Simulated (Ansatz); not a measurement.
# Cr (P6_3/mmc) in Ansatz: further runs, part 2 of 2

Ansatz 0.2.0. The steps go on from the part before.

**3. Single point, PBE, collinear spin, ferromagnetic start**

The input, input.yaml:

```yaml
crystal:
  lattice:
    - [2.714, 0.0, 0.0]
    - [-1.357, 2.3503929459, 0.0]
    - [0.0, 0.0, 4.41]
  atoms:
    - { symbol: Cr, position: [0.6666666667, 0.3333333333, 0.75], spin: 3.0 }
    - { symbol: Cr, position: [0.3333333333, 0.6666666667, 0.25], spin: 3.0 }
hamiltonian:
  xc: pbe
  pseudopotentials: { kind: paw }
magnetization:
  spin_polarized: true
kpoints:
  mp_grid: { grid: [11, 11, 6] }
scf:
  occupations: { method: gaussian, width: 0.017 }
output:
  forces: true
  stress: true
  eigenvalues: true
  write_density: true
  write_potential: true
  elf: true
  volumetric_format: npy
```

Potentials or basis: Ansatz PAW.

Command:

```console
$ ansatz run input.yaml --threads 2 --pin off --max-ram 5632MiB --backend cpu --events-out ev --progress --plain --runs-dir out
```

Run time: 24 s. Hardware: 2 threads of Intel Xeon at 2.50GHz (Skylake/Cascade Lake), shared host; peak memory 0.53 GiB.

It converged, with:

- Free energy: -6754.1440 eV
- Pressure: -25.6 GPa
- Band gap on the k mesh: none (metal or under the smearing width)
- Net moment: 1.74 μB per cell
- Absolute moment: 1.75 μB per cell
- Site moments: Cr +0.80 μB

Stress tensor (GPa, compression positive):
```
-26.88   0.00   0.00
  0.00 -26.88   0.00
  0.00   0.00 -22.96
```

Levels at points of the mesh, in eV from the Fermi level:
Spin up:
| k point | band 12 | band 13 | band 14 | band 15 | band 16 | band 17 | band 18 | band 19 |
| --- | --- | --- | --- | --- | --- | --- | --- | --- |
| (0.00, 0.00, 0.00) | -0.68 | -0.63 | -0.31 | -0.31 | 0.16 | 0.16 | 0.37 | 1.40 |
| (0.00, 0.00, -0.50) | -1.13 | -0.74 | -0.74 | -0.74 | -0.74 | 1.05 | 1.05 | 1.05 |
Spin down:
```
            k point  band 11  band 12  band 13  band 14  band 15  band 16
 (0.00, 0.00, 0.00)    -0.01     0.07     0.07     0.46     0.46     0.62
(0.00, 0.00, -0.50)    -0.58    -0.58     0.02     0.02     0.02     0.02
```

Caveat: so large a pressure means that the cell lies far from this level's equilibrium, or that cutoff or potentials fall short.

**4. Single point, PBE, collinear spin, ferromagnetic start**

input.yaml, as its differences from that of step 3:

```diff
@@ -16,3 +16,3 @@
 scf:
-  occupations: { method: gaussian, width: 0.017 }
+  occupations: { method: gaussian, width: 0.018 }
 output:
@@ -21,5 +21 @@
   eigenvalues: true
-  write_density: true
-  write_potential: true
-  elf: true
-  volumetric_format: npy
```

Potentials or basis: Ansatz PAW.

Command:

```console
$ ansatz run input.yaml --threads 2 --pin off --max-ram 5632MiB --backend cpu --events-out ev --progress --plain --runs-dir out
```

The program printed:

```text
Warning: RAYON_NUM_THREADS=2 ignored (pool sized by the plan → 2); use --threads N
Engine: ansatz 0.2.0, x86_64-unknown-linux-gnu
Pseudopotentials: kind: paw
Pseudopotential: Cr, paw, valence charge 14, recommended cutoff 420 eV (normal), Cr.paw.azcp
Functional definition: PBE
  parameter kappa = 0.804
  parameter beta = 0.06672455060314922
  exchange = pbe_x(kappa = kappa, mu = beta*pi^2/3)
  correlation = pbe_c(beta = beta)
Crystal: 2 atoms, lattice volume = 28.131 Å³
Basis set: ecut = 420 eV, 549 PW (Γ), exchange–correlation on 40×40×60 points (8 copies of the dense FFT grid, shifted against one another)
Bands: 21, of which v1, the nominal top of the filled ones, is band 14 counted from 1 (13 counted from 0)
Symmetry: 24 space group operations
Space group: P63/mmc (ITA 194), of the structure as read, at distance tolerance 3.0e-5 Å
Magnetic group: BNS 194.263 (UNI 1493), of the structure as read, at distance tolerance 3.0e-5 Å
k-points: 64 of 726
Non-local potential: Cr, projectors of the file, l = 0: 3, l = 1: 2, l = 2: 3, l = 3: 1
PAW form: soft (Blöchl's): semilocal exchange-correlation on the pseudo side does not see the compensation charge
PAW one-centre angular grid: Cr, 590 points (default); XC on 64 Gauss nodes
Initial density: superposition of atomic densities (chi_scale 0.1, normalization cell)
Starting moments: Σ|m| = 6 μB on 2 of 2 sites
Initial wavefunctions: pseudopotential atomic-orbital guess
Functional: x = pbe(κ = 0.804, μ = 0.2195149727645171), c = pbe(β = 0.06672455060314922)
SCF iter   1: F=—  HF=-6758.193480 eV  |F-HF|=—  |Δ(HF+E_count)|=         —  Δρ=2.44e-1 (↑2.44e-1 ↓7.87e-2)  dr2=1.04e1  dr2_m=5.79e0  M=2.049 μB ∫|m|=2.049 μB  β_m=0.30  ethr=3.10e-3  ⟨swp⟩=3.3  Hψ=9455  notcnv=0
Mixer restart at iter 1: flushing history
preconditioner: auto → none  [metal: Δε(μ)=0.012 eV  Ē_g=5.594 eV  σ=0.018 eV  W_gap=0.35  n_scr=8 (ndim 8)  ℏωp=24.3 eV  f_vac=0.000  D(μ)=2.44/eV (n_scr^D=34)  sad-step TF]
SCF iter   2: F=—  HF=-6755.284561 eV  |F-HF|=—  |Δ(HF+E_count)|=    2.91e0  Δρ=1.38e-1 (↑1.38e-1 ↓5.81e-2)  dr2=3.04e0  dr2_m=2.18e0  M=2.272 μB ∫|m|=2.272 μB  β_m=0.49  ethr=3.10e-3  ⟨swp⟩=2.0  Hψ=5987  notcnv=0  defer=155
SCF iter   3: F=—  HF=-6754.159686 eV  |F-HF|=—  |Δ(HF+E_count)|=    1.12e0  Δρ=2.84e-2 (↑2.84e-2 ↓2.13e-2)  dr2=1.10e-1  dr2_m=1.33e-1  M=2.252 μB ∫|m|=2.253 μB  β_m=0.64  ethr=3.10e-3  ⟨swp⟩=2.7  Hψ=5195  notcnv=0  defer=153
SCF iter   4: F=—  HF=-6754.128158 eV  |F-HF|=—  |Δ(HF+E_count)|=   3.15e-2  Δρ=4.97e-3 (↑2.33e-3 ↓4.97e-3)  dr2=8.85e-3  dr2_m=1.46e-3  M=2.063 μB ∫|m|=2.065 μB  β_m=0.82  ethr=3.93e-4  ⟨swp⟩=2.0  Hψ=5080  notcnv=0  defer=156
SCF iter   5: F=—  HF=-6754.149022 eV  |F-HF|=—  |Δ(HF+E_count)|=   2.09e-2  Δρ=1.30e-2 (↑1.30e-2 ↓1.01e-2)  dr2=2.12e-3  dr2_m=3.44e-2  M=1.750 μB ∫|m|=1.753 μB  β_m=0.82  ethr=3.16e-5  ⟨swp⟩=2.4  Hψ=4652  notcnv=0  defer=156
[... 20 lines left out ...]
an SCF along what the orbitals of the run's state read of its open shells (or to have them read: on a GPU, or by another smearing), with 12 of the crystal's symmetry operations given up, reached no lower state that the run goes on to. This is no proof of a minimum
SCF converged after 12 iterations
Magnetization: 1.7446 μB (14.8723 up, 13.1277 down)
Absolute magnetization: 1.7465 μB (∫|ρ↑−ρ↓|, with the PAW one-centre terms)
Spin contamination: 0.0047 ħ² per cell (⟨S²⟩ above its minimum at these occupations)
Per-site moments (μB) at R_I (Å): [(0.8025220622416986, 1.1158327308725133), (0.8025220622416989, 1.1158327308725133)]
Free energy (F): -6754.143992 eV
Harris-Foulkes:  -6754.143992 eV  (|F-HF|=3.35e-10)
Internal energy: -6754.143431 eV  (E = F + TS)
E sigma→0 (E₀):  -6754.143712 eV
Entropy (-TS):   -0.000561 eV (-0.280 meV/atom)
Fermi energy:    15.267523 eV
--- Per-component energies (eV) ---
  E_band       = -392.816712
  E_kinetic    = 678.692363
  E_local      = -2696.320093  (includes V_loc(G=0)·N_el)
  E_nonlocal   = 157.188735
  E_hartree    = 1148.724930
  E_xc         = -276.584711
  E_vxc        = -352.560113  (∫ρ·V_xc dr)
  E_paw        = -2389.023474  (= ΣΔE_a)
  E_vpaw       = -477.268235  (= ΣTr[D̂ρ^β])
  E_aug_tail   = 0.000784  (compensation charges beyond the density's cutoff)
  E_ewald      = -3376.821965
  E_smearing   = -0.000561  (= −TS)
  E_closure    = 0.000000  (closes the sum)
  Σ components = -6754.143992   (vs F -6754.143992, Δ=0.00e0)
--- Forces (eV/Å), atoms counted from 1 ---
  atom   1  Cr     0.00000000     0.00000000     0.00000000
  atom   2  Cr     0.00000000    -0.00000000     0.00000000
  max |Σ_I F_I| component: 1.85e-17 eV/Å
--- Stress (GPa, compression-positive) ---
      -26.876993       0.000000       0.000000
       -0.000000     -26.876993       0.000000
        0.000000       0.000000     -22.961089
  P = ⅓ Tr σ = -25.5717 GPa (-255.717 kbar)
--- Band table (eV; the first three rows and the last of 128) ---
  k-point 0 ↑: bands = ["-56.6646", "-56.5765", "-28.1340", "-27.8039", "-27.8039", "-27.7374", "-27.7374", "-27.6457", "8.0834", "11.6722", "14.5883", "14.5883", "14.6410", "14.9568", "14.9568", "15.4267", "15.4267", "15.6416", "16.6691", "16.6691", "22.5358"]
  k-point 1 ↑: bands = ["-56.6587", "-56.5824", "-28.1020", "-27.7995", "-27.7995", "-27.7419", "-27.7419", "-27.6792", "8.3274", "11.5619", "14.5260", "14.5260", "14.5515", "14.8740", "14.8740", "15.0657", "15.6030", "15.6030", "16.6531", "16.6531", "23.6201"]
  k-point 2 ↑: bands = ["-56.6427", "-56.5986", "-28.0142", "-27.7874", "-27.7874", "-27.7701", "-27.7541", "-27.7541", "9.0240", "11.0393", "14.2997", "14.3319", "14.4728", "14.4728", "14.6927", "14.6927", "15.9649", "15.9649", "16.5556", "16.5556", "26.0601"]
  k-point 63 ↓: bands = ["-55.7313", "-55.7313", "-27.2929", "-27.2929", "-27.1642", "-27.1642", "-26.9803", "-26.9803", "13.3722", "13.3722", "14.0380", "14.0380", "14.5454", "14.5454", "16.1787", "16.1787", "17.5001", "17.5001", "21.4831", "21.4831", "23.8295"]
```

Run time: 23 s. Hardware: 2 threads of Intel Xeon at 2.50GHz (Skylake/Cascade Lake), shared host; peak memory 0.54 GiB.

Results:

```yaml
Free_energy: -6754.1440 eV
Pressure: -25.6 GPa
Band_gap_on_the_k_mesh: none (metal or under the smearing width)
Net_moment: 1.74 μB per cell
Absolute_moment: 1.75 μB per cell
Site_moments: Cr +0.80 μB
```

Stress tensor (GPa, compression positive):
```
-26.88   0.00   0.00
  0.00 -26.88   0.00
  0.00   0.00 -22.96
```

Caveat: so large a pressure means that the cell lies far from this level's equilibrium, or that cutoff or potentials fall short.

**5. Single point, PBE, collinear spin, ferromagnetic start**

input.yaml, as its differences from that of step 4:

```diff
@@ -16,3 +16,3 @@
 scf:
-  occupations: { method: gaussian, width: 0.018 }
+  occupations: { method: gaussian, width: 0.019 }
 output:
```

Command:

```console
$ ansatz run input.yaml --threads 2 --pin off --max-ram 5632MiB --backend cpu --events-out ev --progress --plain --runs-dir out
```

It took 30 s on 2 threads of Intel Xeon at 2.50GHz (Skylake/Cascade Lake), shared host; peak memory 0.52 GiB.

It converged, with:

* Free energy: -6754.1440 eV
* Pressure: -25.6 GPa
* Band gap on the k mesh: none (metal or under the smearing width)
* Net moment: 1.74 μB per cell
* Absolute moment: 1.75 μB per cell
* Site moments: Cr +0.80 μB

Stress tensor (GPa, compression positive):
```
-26.88   0.00   0.00
  0.00 -26.88   0.00
  0.00   0.00 -22.96
```

Levels at points of the mesh, in eV from the Fermi level:
Spin up:
| k point | band 11 | band 12 | band 13 | band 14 | band 15 | band 16 | band 17 | band 18 | band 19 | band 20 |
| --- | --- | --- | --- | --- | --- | --- | --- | --- | --- | --- |
| (0.00, 0.00, 0.00) | -0.68 | -0.68 | -0.63 | -0.31 | -0.31 | 0.16 | 0.16 | 0.37 | 1.40 | 1.40 |
| (0.00, 0.00, -0.50) | -1.13 | -1.13 | -0.74 | -0.74 | -0.74 | -0.74 | 1.05 | 1.05 | 1.05 | 1.05 |
Spin down:
```
            k point  band 10  band 11  band 12  band 13  band 14  band 15  band 16  band 17
 (0.00, 0.00, 0.00)    -3.12    -0.01     0.07     0.07     0.46     0.46     0.62     0.95
(0.00, 0.00, -0.50)    -4.90    -0.58    -0.58     0.02     0.02     0.02     0.02     1.87
```

Caveat: so large a pressure means that the cell lies far from this level's equilibrium, or that cutoff or potentials fall short.

**6. The runs side by side**

```tsv
smearing	gap on the mesh (eV)	pressure (GPa)	moment (μB)
gaussian 0.016 eV	none	-25.6	1.75
gaussian 0.017 eV	none	-25.6	1.74
gaussian 0.018 eV	none	-25.6	1.74
gaussian 0.019 eV	none	-25.6	1.74
```

Alike in all rows: task single point; level PBE; potentials or basis Ansatz PAW; spin collinear, ferromagnetic start; cell as given; k mesh 11 × 11 × 6; cutoff (eV) 420.

Every run on the cell as given and a fine mesh finds a metal.

Caveats: so large a pressure means that the cell lies far from this level's equilibrium, or that cutoff or potentials fall short.

Absolute energies hang on the potentials; compare differences alone.
